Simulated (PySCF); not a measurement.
Molecule: `CCCS`, C$_{3}$H$_{8}$S.

Structure with atom numbers: `[CH3:1][CH2:2][CH2:3][SH:4]`. Hydrogens are named by the atom that carries them.

Geometry PBE0-D3(BJ)/def2-SVP throughout; GIAO in PySCF 2.14.0 with density-fitted response routines, gas phase, one conformer, non-relativistic; equivalent atoms averaged; functional PBE0.

For orientation, def2-TZVP gives these shifts δ (against TMS, CS2 at the same level): C3 33.2, C2 34.9, C1 15.8, S4 -58.0, H(C3) 2.21, H(C2) 1.57, H(C1) 0.92, H(S4) 1.47 ppm.

A run gave: C3 30.7, C2 31.3, C1 15.7, S4 -86.3, H(C3) 2.33, H(C2) 1.62, H(C1) 1.12, H(S4) 0.62 ppm (shifts δ (against TMS, CS2 at the same level)).

Problem. Which basis set was used in that run?
A. 6-31G
B. def2-SVP
C. cc-pVDZ
D. 6-31G*
E. STO-3G

Solution. A. S4 tells them apart best: 6-31G gives -86.3, STO-3G gives -95.0, def2-SVP gives -64.6, 6-31G* gives -50.8, cc-pVDZ gives -76.1 ppm.
